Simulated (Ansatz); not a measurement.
The system is NaCl.

```xyz
2
Lattice="0.0000 2.7941 2.7941 2.7941 0.0000 2.7941 2.7941 2.7941 0.0000" Properties=species:S:1:pos:R:3 pbc="T T T"
Cl    2.7941    2.7941    2.7941
Na    0.0000    0.0000    0.0000
```

The cell is a database's computed one.

| Quantity | Value |
| --- | --- |
| Program | Ansatz 0.2.0 |
| Task | relaxation of cell and atoms |
| Functional | LDA |
| Potentials or basis | all-electron LAPW, scalar-relativistic |
| Basis error allowed | 0.001 eV/atom |
| k mesh | 8 × 8 × 8 |
| Occupations | fermi-dirac, width 0.05 eV |
| Spin | no spin polarisation |

At the start: volume 21.81 Å³/atom.

Problem. How do energy, volume and symmetry change on relaxing?

Solution. Over 5 steps the energy falls by 8.6 meV/atom and the volume is 20.40 Å³/atom (-6.5 %); space group Fm-3m (No. 225, to 0.05 Å).

The path:
| step | energy change (eV) | largest force (eV/Å) | volume (Å³) |
| --- | --- | --- | --- |
| 1 | 0.0000 | 0.0000 | 43.63 |
| 2 | -0.0155 | 0.0000 | 41.67 |
| 3 | -0.0172 | 0.0000 | 40.68 |
| 4 | -0.0173 | 0.0000 | 40.80 |
| 5 | -0.0173 | 0.0000 | 40.80 |

Final structure:
```xyz
2
Lattice="0.0000 2.7324 2.7324 2.7324 0.0000 2.7324 2.7324 2.7324 0.0000" Properties=species:S:1:pos:R:3 pbc="T T T"
Cl    2.7324    2.7324    2.7324
Na    0.0000    0.0000    0.0000
```
